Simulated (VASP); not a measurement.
Runs of VASP 6.6.1 on BN (Qingsongite). It takes space group F-43m (No. 216, cubic). The conventional cell has a = 3.615 Å, b = 3.615 Å, c = 3.615 Å, α = 90.00°, β = 90.00°, γ = 90.00°. Around B (site symmetry -43m) lie 4 N at 1.57 Å. N (site symmetry -43m) has 4 B at 1.57 Å as nearest neighbours. 

```tsv
task	level	potentials or basis	cell	k mesh	cutoff (eV)	gap on the mesh (eV)	pressure (GPa)	relaxed volume (Å³/atom)
relaxation of cell and atoms	r2SCAN	VASP PAW PBE potentials, release 64 (B, N)	relaxed	14 × 14 × 14	600	4.98	0.0	5.90
single point	PBE	VASP PAW PBE potentials, release 64 (B, N)	as given	8 × 8 × 8	520	4.46	3.3	-
relaxation of cell and atoms	PBE+D3(BJ)	VASP PAW PBE potentials, release 64 (B, N)	relaxed	14 × 14 × 14	600	4.47	0.0	5.86
single point	PBEsol	VASP PAW PBE potentials, release 64 (B, N)	as given	8 × 8 × 8	520	4.28	(a)	-
single point	LDA	VASP PAW LDA potentials, release 64 (B, N)	as given	8 × 8 × 8	520	4.34	-10.1	-
relaxation of cell and atoms	RPBE	VASP PAW PBE potentials, release 64 (B, N)	relaxed	14 × 14 × 14	600	4.47	0.0	6.05
relaxation of cell and atoms	LDA	VASP PAW LDA potentials, release 64 (B, N)	relaxed	14 × 14 × 14	600	4.38	-0.1	5.75
relaxation of cell and atoms	PBEsol	VASP PAW PBE potentials, release 64 (B, N)	relaxed	14 × 14 × 14	600	4.28	0.0	5.86
relaxation of cell and atoms	PBE	VASP PAW PBE potentials, release 64 (B, N)	relaxed	14 × 14 × 14	600	(b)	0.0	5.95
relaxation of cell and atoms	AM05	VASP PAW PBE potentials, release 64 (B, N)	relaxed	14 × 14 × 14	600	4.30	0.0	5.85
```

Alike in all rows: no spin polarisation; smearing gaussian 0.03 eV.

Task: Estimate the missing entries.

Result: (a) -2.3; (b) 4.45.

Caveats: the PAW data sets were made with another functional, which shifts forces and pressure a little (some runs).

A k mesh can miss the band edges.

Not every run made on this cell is shown here.
